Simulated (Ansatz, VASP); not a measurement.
**Two plane-wave programs on KF**

Contents of INCAR:

```
SYSTEM = KF
PREC     = Accurate       ! precision mode
ENCUT    = 520            ! plane-wave cutoff, eV
EDIFF    = 1E-8           ! SCF threshold, eV
ISMEAR   = -1             ! smearing method
SIGMA    = 0.01           ! smearing width, eV
LREAL    = .FALSE.        ! projectors in reciprocal space
LASPH    = .TRUE.         ! aspherical terms in the spheres
NELM     = 80             ! most SCF steps
ALGO     = Normal         ! electronic algorithm
ISIF     = 2              ! what is computed and relaxed
LWAVE    = .FALSE.        ! write WAVECAR
LCHARG   = .FALSE.        ! write CHGCAR
GGA      = PS             ! functional
LEFG     = .TRUE.       
NBANDS   = 15             ! bands
```

Contents of KPOINTS:

```
Automatic mesh
0
G
  9 9 9
  0 0 0
```

The input POSCAR:

```
KF
1.0
    0.0000000000      2.7086816661      2.7086816661
    2.7086816661      0.0000000000      2.7086816661
    2.7086816661      2.7086816661      0.0000000000
K F
1 1
Direct
    0.0000000000      0.0000000000      0.0000000000
    0.5000000000      0.5000000000      0.5000000000
```

Input for Ansatz:

```yaml
crystal:
  lattice:
    - [0.0, 2.7086816661, 2.7086816661]
    - [2.7086816661, 0.0, 2.7086816661]
    - [2.7086816661, 2.7086816661, 0.0]
  atoms:
    - { symbol: K, position: [0.0, 0.0, 0.0] }
    - { symbol: F, position: [0.5, 0.5, 0.5] }
kpoints:
  mp_grid: { grid: [9, 9, 9] }
scf:
  occupations: { method: fermi_dirac, width: 0.01 }
hamiltonian:
  xc: pbesol
  pseudopotentials: { kind: paw }
output:
  forces: true
  stress: true
  eigenvalues: true
  efg: { contact_densities: true }
```

Change from the starting cell: volume scaled by 1.04, PAW files.

Alike in both runs: task electric field gradients; functional PBEsol; k mesh 9 × 9 × 9; occupations fermi-dirac, width 0.01 eV; no spin polarisation.

|  | VASP | Ansatz |
| --- | --- | --- |
| version | VASP 6.6.1 | Ansatz 0.2.0 |
| potentials or method | VASP PAW PBE potentials, release 64 (K_sv, F) | PAW with Ansatz's default frozen-core files, scalar-relativistic |
| plane-wave cutoff (eV) | 520 | 420 |
| valence electrons in the cell | 16 | 16 |

|  | VASP | Ansatz | Ansatz less VASP |
| --- | --- | --- | --- |
| gap on the k mesh at the Fermi level (eV) | 5.83 | 5.85 | +0.015 |
| pressure (GPa) | -1.8 | -1.8 | -0.01 |
| Vzz of the field gradient on the site that differs most (V/Å²) | 0.0 | 0.0 | -0.02 |

Caveats: the PAW data sets were made with another functional, which shifts forces and pressure a little (VASP); an odd mesh through Γ misses points on the zone boundary, where band edges often lie.
